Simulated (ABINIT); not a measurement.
Al:

```
Al
1.0
     0.00000    2.02481    2.02481
     2.02481    0.00000    2.02481
     2.02481    2.02481    0.00000
Al
1
Direct
  0.00000 0.00000 0.00000
```

Program: ABINIT 10.8.3 (patched build). Alike in all runs: potentials or basis JTH PAW PBE v2.0; no spin polarisation; cell as given; smearing fermi-dirac 0.05 eV. Hardware: 1 thread of Arm Neoverse V1 (shared host).

Question: Order these runs on this cell by their wall time, lowest first.
A. task band structure; level PBEsol; k mesh 11 × 11 × 11; cutoff (eV) 544; fine-grid cutoff 1088.46 eV; mesh quality not flagged
B. task single point; level PBEsol; k mesh 4 × 4 × 4; cutoff (eV) 544; fine-grid cutoff 1088.46 eV; mesh quality coarse
C. task single point; level r2SCAN; k mesh 14 × 14 × 14; cutoff (eV) 653; fine-grid cutoff 1251.72 eV; mesh quality not flagged

Answer: B (3 s), A (10 s), C (29 s).

Caveats: some runs use coarse meshes.
